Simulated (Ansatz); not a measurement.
# MoP: the cost of one run

Program: Ansatz 0.2.0. Level of theory: DFT, LDA, PAW with Ansatz's default frozen-core files, scalar-relativistic. These are calculated values, not measurements.

### 1 The system as given

The structure is hexagonal, space group P-6m2 (No. 187). The conventional cell has a = 3.235 Å, b = 3.235 Å, c = 3.182 Å, α = 90.00°, β = 90.00°, γ = 120.00°. Around Mo (site symmetry -6m2) lie 6 P at 2.45 Å. P (site symmetry -6m2) has 6 Mo at 2.45 Å as nearest neighbours.

As a file:

```
Mo P
1.0
     3.23476    0.00000    0.00000
    -1.61738    2.80138    0.00000
     0.00000    0.00000    3.18228
Mo P
1 1
Direct
  0.00000 0.00000 0.00000
  0.33333 0.66667 0.50000
```

Whether this phase is the stable one at these pressures isn't tested.

Atoms are numbered in the order of the input: Mo1, P2.

### 2 Shape and atoms relaxed at the given volume, PAW

The input, input.yaml:

```yaml
crystal:
  lattice:
    - [3.2347550738, 0.0, 0.0]
    - [-1.6173775369, 2.8013800689, 0.0]
    - [0.0, 0.0, 3.18227878]
  atoms:
    - { symbol: Mo, position: [0.0, 0.0, 0.0] }
    - { symbol: P, position: [0.3333333333, 0.6666666667, 0.5] }
kpoints:
  mp_grid: { grid: [13, 13, 11] }
scf:
  occupations: { method: fermi_dirac, width: 0.05 }
hamiltonian:
  xc: lda
  pseudopotentials: { kind: paw }
output:
  forces: true
  stress: true
relax:
  f_tol: 0.01
  max_steps: 30
  cell: { stress_tol: 0.05, fix: [volume] }
```

Command:

```bash
$ ansatz run input.yaml --threads 1 --pin off --max-ram 2048MiB --backend cpu --events-out ev --progress --plain --runs-dir out
```

Q: Estimate wall time and peak memory on 1 thread of Arm Neoverse V1, shared host.

About 17 s, with a peak of 0.35 GiB.
